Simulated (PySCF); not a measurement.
SiC (Moissanite 3C):

```
CELL_PARAMETERS angstrom
0.00000 2.17900 2.17900
2.17900 0.00000 2.17900
2.17900 2.17900 0.00000
ATOMIC_POSITIONS crystal
Si 0.00000 0.00000 0.00000
C 0.75000 0.75000 0.75000
```

Base run:

* Program: PySCF 2.14.0
* Functional: PBEsol
* Potentials or basis: DZVP-MOLOPT-SR/GTH-PBE (potentials made for PBE)
* k mesh: 10 × 10 × 10
* Occupations: fermi-dirac, width 0.05 eV
* Spin: no spin polarisation

Its results: band gap on the k mesh 1.27 eV, indirect (least direct gap 4.47 eV).

**Question.** The run is repeated on the same cell with these changes: functional from PBEsol to PBE. What comes out?

**Answer.** Band gap on the k mesh 1.42 eV, indirect (least direct gap 4.58 eV).

Caveats: the basis of atomic orbitals isn't converged, which shifts pressures, moduli and gaps.

A k mesh can miss the band edges.

Not every run made on this cell is shown here.
